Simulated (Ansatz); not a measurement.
All numbers below come from DFT PBE, scalar-relativistic, plane waves, PAW in Ansatz. All cells share a 420 eV cutoff and Γ-centred k meshes spaced at most about 0.3 Å⁻¹ (about 0.25 or finer for metals, 2π included). No spin polarisation.

All energies are static (0 K, no zero-point motion).

Two relaxed structures of MgSn4N:

A.

```cif
data_structure
_symmetry_space_group_name_H-M 'P4/mmm'
_symmetry_Int_Tables_number 123
_cell_length_a 4.5784
_cell_length_b 4.5784
_cell_length_c 6.9463
_cell_angle_alpha 90.000
_cell_angle_beta 90.000
_cell_angle_gamma 90.000
_cell_volume 145.61
loop_
_atom_site_label
_atom_site_type_symbol
_atom_site_symmetry_multiplicity
_atom_site_Wyckoff_symbol
_atom_site_fract_x
_atom_site_fract_y
_atom_site_fract_z
_atom_site_occupancy
Mg1 Mg 1 a 0.00000 0.00000 0.00000 1
Sn1 Sn 4 i 0.50000 0.00000 0.70980 1
N1 N 1 d 0.50000 0.50000 0.50000 1
```

B.

```cif
data_structure
_symmetry_space_group_name_H-M 'P-43m'
_symmetry_Int_Tables_number 215
_cell_length_a 5.5662
_cell_length_b 5.5662
_cell_length_c 5.5662
_cell_angle_alpha 90.000
_cell_angle_beta 90.000
_cell_angle_gamma 90.000
_cell_volume 172.45
loop_
_atom_site_label
_atom_site_type_symbol
_atom_site_symmetry_multiplicity
_atom_site_Wyckoff_symbol
_atom_site_fract_x
_atom_site_fract_y
_atom_site_fract_z
_atom_site_occupancy
Mg1 Mg 1 b 0.50000 0.50000 0.50000 1
Sn1 Sn 4 e 0.22206 0.22206 0.22206 1
N1 N 1 a 0.00000 0.00000 0.00000 1
```

**Question.** Which form is favoured at zero pressure, and by what margin per atom?

**Answer.** A is lower, by 51 meV/atom. A has space group P4/mmm (No. 123), 24.3 Å³/atom and no gap on its mesh; B has space group P-43m (No. 215), 28.7 Å³/atom and no gap. Counting Mg or Sn atoms around N (for each partner element, those within 1.25 times its shortest distance or 1.15 times the sum of covalent radii, where it is the nearest in units of that sum or under 1.3; the shortest distance is added where it exceeds 1.18 times the sum of covalent radii), A has N 8 from 2.7 Å and B has N 4. The denser one is the lower, and pressure would at first widen the difference. Even the lower one lies +0.50 eV/atom against the reference forms of the elements (uncorrected), so neither is stable at this level. Both come from invented guesses.

Cells relaxed within their symmetry can be saddle points.
